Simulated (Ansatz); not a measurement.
In doubt: masses and optical values from hybrid runs of this build are listed as unsure (in some of the runs), which bears on the screening that GW takes from such a start.

The crystal is ZnSe (Stilleite).

It takes space group F-43m (No. 216, cubic). The conventional cell has a = 5.668 Å, b = 5.668 Å, c = 5.668 Å, α = 90.00°, β = 90.00°, γ = 90.00°. Nearest to Zn lie 4 Se at 2.45 Å. Nearest to Se lie 4 Zn at 2.45 Å. Farther neighbours and most contacts between anions are not listed.

```xyz
2
Lattice="0.0000 2.8338 2.8338 2.8338 0.0000 2.8338 2.8338 2.8338 0.0000" Properties=species:S:1:pos:R:3 pbc="T T T"
Zn    0.0000    0.0000    0.0000
Se    1.4169    1.4169    1.4169
```

The cell and positions come from the Crystallography Open Database and are kept as given unless a step says otherwise. PAW set soft_1, made with PBE.

Gaps computed with Ansatz 0.2.0 without a self-energy: HSE06 2.43 eV, r2SCAN 1.86 eV and PBE0 3.10 eV.

Estimate the G0W0@HSE06 gap with 6×6×6 mesh, 135 empty bands, screening to 120 eV, default PAW files.

About 2.96 eV: on its mesh the run moves the gap from 2.41 eV by +0.55 eV. Among the scalar-relativistic levels given, PBE0 is nearest (+0.14 eV). Bands and cutoff are finite, so the gap is not at the basis limit. The miss can reach some tenths of an eV and take either sign; the mesh is an error of its own. The many-body steps are scalar-relativistic: spin-orbit coupling is not in them.

[Paths, hosts, dates, memory and timing lines, banners, echoed tables and standing remarks are left out of the program output.]

[Logs are printed without paths, hosts, clocks, repeated set-up lines and the standing remarks that a program may print on its own settings, such as how far it seeks lower states.]

[Runs of the session that timed out or met a known fault of the program may be left out.]

[Cells called generated may have been cut or substituted from an entry of the Crystallography Open Database or the Materials Project.]

[Hosts, paths, dates, database ids (printed as entryN), source tags and the programs' standing remarks are cut or masked in the printed files.]
